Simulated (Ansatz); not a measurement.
**PbSe (NiAs type): how the settings move a single-point run**

Aim: see which settings change the result for PbSe (NiAs type), by how much, and at what cost.

Computed with Ansatz 0.2.0 (reference: DFT PBE, scalar-relativistic, plane waves, PAW, unless a step's input says otherwise).

1 further run of the same task is left out (set aside as unsound or not needed). Runs told in other sessions of the task aren't counted.

### 1 The starting structure

Symmetry: P6_3/mmc, No. 194, hexagonal system. The conventional cell has a = 4.307 Å, b = 4.307 Å, c = 7.588 Å, α = 90.00°, β = 90.00°, γ = 120.00°. Pb (site symmetry -3m) has 6 Se at 3.13 Å in its first shell of neighbours. Around Se (site symmetry -6m2) lie 6 Pb at 3.13 Å.

Structure file:

```xyz
4
Lattice="4.3071 0.0000 0.0000 -2.1535 3.7300 0.0000 0.0000 0.0000 7.5881" Properties=species:S:1:pos:R:3 pbc="T T T"
Pb    0.0000    0.0000    0.0000
Pb    0.0000    0.0000    3.7940
Se    0.0000    2.4867    1.8970
Se    2.1535    1.2433    5.6911
```

### 2 Reference

input.yaml reads:

```yaml
crystal:
  lattice:
    - [4.3070637475, 0.0, 0.0]
    - [-2.1535318737, 3.730026621, 0.0]
    - [0.0, 0.0, 7.5880828838]
  atoms:
    - { symbol: Pb, position: [0.0, 0.0, 0.0] }
    - { symbol: Pb, position: [0.0, 0.0, 0.5] }
    - { symbol: Se, position: [0.3333333333, 0.6666666667, 0.25] }
    - { symbol: Se, position: [0.6666666667, 0.3333333333, 0.75] }
basis:
  ecutwfc: 420
  ecutrho_ratio: 4
kpoints:
  mp_grid: { grid: [8, 8, 6] }
  band_path:
    path:
      - [[0.0, 0.0, 0.0], [0.5, 0.0, 0.0], [0.33333333, 0.33333333, 0.0], [0.0, 0.0, 0.0], [0.0, 0.0, 0.5], [0.5, 0.0, 0.5], [0.33333333, 0.33333333, 0.5], [0.0, 0.0, 0.5]]
      - [[0.5, 0.0, 0.5], [0.5, 0.0, 0.0]]
      - [[0.33333333, 0.33333333, 0.5], [0.33333333, 0.33333333, 0.0]]
    npoints: 14
hamiltonian:
  xc: pbe
scf:
  occupations: { method: gaussian, width: 0.05 }
  n_extra_bands: 17
output:
  forces: true
  stress: true
  eigenvalues: true
  populations: true
  dos: { projected: true, de: 0.02, nscf_kmesh: { grid: [12, 12, 9] } }
  bader: true
  write_density: true
  write_potential: true
  elf: true
  volumetric_format: npy
```

Started as:

```console
> ansatz run input.yaml --threads 2 --pin off --max-ram 2662MiB --backend cpu --events-out ev --progress --plain --runs-dir out
```

### 3 Variant: mixing.algorithm msr1, mixing.beta 0.1, mixing.ndim 8

input.yaml reads:

```yaml
crystal:
  lattice:
    - [4.307063747469, -2.886749755289e-11, 0.0]
    - [-2.153531873709, 3.730026621041, 0.0]
    - [0.0, 0.0, 7.5880828838]
  atoms:
    - { symbol: Pb, position: [0.0, 0.0, 0.0] }
    - { symbol: Pb, position: [0.0, 0.0, 0.5] }
    - { symbol: Se, position: [0.3333333333333, 0.6666666666667, 0.25] }
    - { symbol: Se, position: [0.6666666666667, 0.3333333333333, 0.75] }
basis:
  ecutwfc: 420
  ecutrho_ratio: 4
kpoints:
  mp_grid: { grid: [8, 8, 6] }
hamiltonian:
  xc: pbe
scf:
  occupations: { method: gaussian, width: 0.05 }
  mixing: { algorithm: msr1, beta: 0.1, ndim: 8 }
output:
  forces: true
  stress: true
```

### 4 Changed: xc_grid 2, eigensolver.kind davidson

input.yaml reads:

```yaml
crystal:
  lattice:
    - [4.307063747469, -2.886749755289e-11, 0.0]
    - [-2.153531873709, 3.730026621041, 0.0]
    - [0.0, 0.0, 7.5880828838]
  atoms:
    - { symbol: Pb, position: [0.0, 0.0, 0.0] }
    - { symbol: Pb, position: [0.0, 0.0, 0.5] }
    - { symbol: Se, position: [0.3333333333333, 0.6666666666667, 0.25] }
    - { symbol: Se, position: [0.6666666666667, 0.3333333333333, 0.75] }
basis:
  ecutwfc: 420
  ecutrho_ratio: 4
  xc_grid: 2
kpoints:
  mp_grid: { grid: [8, 8, 6] }
hamiltonian:
  xc: pbe
scf:
  occupations: { method: gaussian, width: 0.05 }
  eigensolver: { kind: davidson }
output:
  forces: true
  stress: true
  write_density: true
  write_potential: true
  elf: true
  volumetric_format: npy
```

### 5 Changing settings: symmetry.detect false, mixing.algorithm msr1, mixing.beta 0.9

input.yaml reads:

```yaml
crystal:
  lattice:
    - [4.307063747469, -2.886749755289e-11, 0.0]
    - [-2.153531873709, 3.730026621041, 0.0]
    - [0.0, 0.0, 7.5880828838]
  atoms:
    - { symbol: Pb, position: [0.0, 0.0, 0.0] }
    - { symbol: Pb, position: [0.0, 0.0, 0.5] }
    - { symbol: Se, position: [0.3333333333333, 0.6666666666667, 0.25] }
    - { symbol: Se, position: [0.6666666666667, 0.3333333333333, 0.75] }
  symmetry: { detect: false }
basis:
  ecutwfc: 420
  ecutrho_ratio: 4
kpoints:
  mp_grid: { grid: [8, 8, 6] }
hamiltonian:
  xc: pbe
scf:
  occupations: { method: gaussian, width: 0.05 }
  mixing: { algorithm: msr1, beta: 0.9 }
output:
  forces: true
  stress: true
```

### 6 Variant: ecutwfc 25.7 Ry

input.yaml reads:

```yaml
crystal:
  lattice:
    - [4.307063747469, -2.886749755289e-11, 0.0]
    - [-2.153531873709, 3.730026621041, 0.0]
    - [0.0, 0.0, 7.5880828838]
  atoms:
    - { symbol: Pb, position: [0.0, 0.0, 0.0] }
    - { symbol: Pb, position: [0.0, 0.0, 0.5] }
    - { symbol: Se, position: [0.3333333333333, 0.6666666666667, 0.25] }
    - { symbol: Se, position: [0.6666666666667, 0.3333333333333, 0.75] }
basis:
  ecutwfc: "25.7 Ry"
  ecutrho_ratio: 4
kpoints:
  mp_grid: { grid: [8, 8, 6] }
hamiltonian:
  xc: pbe
scf:
  occupations: { method: gaussian, width: 0.05 }
output:
  forces: true
  stress: true
```

### 7 Variant: occupations.method tetrahedron, width left out

input.yaml reads:

```yaml
crystal:
  lattice:
    - [4.307063747469, -2.886749755289e-11, 0.0]
    - [-2.153531873709, 3.730026621041, 0.0]
    - [0.0, 0.0, 7.5880828838]
  atoms:
    - { symbol: Pb, position: [0.0, 0.0, 0.0] }
    - { symbol: Pb, position: [0.0, 0.0, 0.5] }
    - { symbol: Se, position: [0.3333333333333, 0.6666666666667, 0.25] }
    - { symbol: Se, position: [0.6666666666667, 0.3333333333333, 0.75] }
basis:
  ecutwfc: 420
  ecutrho_ratio: 4
kpoints:
  mp_grid: { grid: [8, 8, 6] }
hamiltonian:
  xc: pbe
scf:
  occupations: { method: tetrahedron }
output:
  forces: true
  stress: true
```

What does the calculation give? Wanted: for each run, ending; energy change; pressure; gap; force.

As calculated:

```csv
run,ending,energy change,pressure (GPa),gap (eV),force (eV/Å),cycles,time
reference,converged,0,0.0,0.12,0.00,6,28 s
"1: mixing.algorithm msr1, mixing.beta 0.1, mixing.ndim 8",converged,0.0 meV/atom,0.0,0.12,0.00,10,4.2 s
"2: xc_grid 2, eigensolver.kind davidson",converged,0.0 meV/atom,0.0,0.12,0.00,6,5.8 s
"3: symmetry.detect false, mixing.algorithm msr1, mixing.beta 0.9",converged,0.0 meV/atom,0.0,0.12,0.00,6,27 s
4: ecutwfc 25.7 Ry,converged,+1.0 meV/atom,0.0,0.12,0.00,6,2.5 s
"5: occupations.method tetrahedron, width left out",converged,0.0 meV/atom (σ→0),0.0,0.12,0.00,6,3.7 s
```

Times don't compare one to one where runs were asked for different outputs or read a saved state (see the inputs); cycles may leave out searches for a lower state.

Residual by cycle in the longest SCF loop of each run; runs are numbered as in the table. The quantity is the density residual dr2, in eV.

```csv
cycle,reference,run 1,run 2,run 3,run 4,run 5
1,6.5e-4,6.0e-4,6.1e-4,6.0e-4,6.2e-4,6.4e-4
2,1.9e-4,5.1e-4,1.8e-4,1.3e-4,2.1e-4,2.1e-4
3,4.3e-5,2.6e-4,1.0e-5,2.6e-5,3.9e-5,5.2e-5
4,3.4e-6,3.5e-5,1.4e-6,7.2e-6,5.2e-6,4.6e-6
5,6.7e-7,3.0e-6,9.2e-8,1.5e-6,1.1e-6,9.5e-7
6,5.4e-8,1.3e-6,8.0e-9,3.2e-8,5.4e-8,4.8e-8
7,-,6.8e-7,-,-,-,-
8,-,3.8e-7,-,-,-,-
9,-,1.4e-7,-,-,-,-
10,-,3.9e-10,-,-,-,-
```

What this shows: Run 4 ran under the cutoff that the potentials recommend, as the log warns, so basis error is mixed into its values. The gap of the reference lacks spin-orbit coupling, though the cell holds Pb.
